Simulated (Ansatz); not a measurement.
Zone-centre phonons of PtSe$_{2}$ at -1 GPa: input and output

Level of theory: DFT PBEsol, scalar-relativistic, plane waves, PAW in Ansatz 0.2.0.

Launched with:
```bash
ansatz run input.yaml --threads 1 --pin off --max-ram 3072MiB --backend cpu --events-out ev --progress --plain --runs-dir out
```

Input (bare energies are in eV):
```yaml
crystal:
  lattice:
    - [3.7659499935, 0.0, 0.0]
    - [-1.8829749967, 3.2614083637, 0.0]
    - [0.0, 0.0, 4.9623379581]
  atoms:
    - { symbol: Pt, position: [0.0, 0.0, 0.0] }
    - { symbol: Se, position: [0.3333333333, 0.6666666667, 0.2560383608] }
    - { symbol: Se, position: [0.6666666667, 0.3333333333, 0.7439616392] }
basis:
  ecutwfc: 420
kpoints:
  mp_grid: { grid: [12, 12, 8] }
hamiltonian:
  xc: pbesol
scf:
  occupations: { method: fermi_dirac, width: 0.15 }
output:
  eigenvalues: true
phonons:
  method: dfpt
  eigenvectors: true
```

Results section of the output:
```
--- Phonons (Γ-DFPT): 4 representative perturbations + reference, on 320 of 1152 k-points (Σ response iterations 12) ---
  k mesh reduced under 2 symmetry operations, with k and −k counted as one. Each operation leaves every solved perturbation unchanged. A smaller set is not used because it would not reduce the number of displacements ...
  ASR residual: 7.789e-4 → 0.000e0 eV/Å²; symmetrization residual: 4.292e-5 eV/Å²
  ASR residual per site (eV/Å²): 7.79e-4 1.71e-4 1.71e-4
  Γ frequencies (cm⁻¹): 0.00 0.00 0.00 159.09 159.09 196.24 211.07 211.07 214.13
  non-analytic LO–TO correction: not included (Born effective charges unavailable; polar crystals: no LO–TO splitting at Γ)
```

Time: 110 s on 1 thread of AMD EPYC 9R45 96-Core Processor (Zen 5) (shared host), peak memory 2 GiB.

In a metal, frequencies and elastic constants depend on the k mesh and the smearing, soft modes and shear constants most. Spin–orbit coupling is left out, which matters for heavy elements. A semilocal functional can close a gap that the real compound has.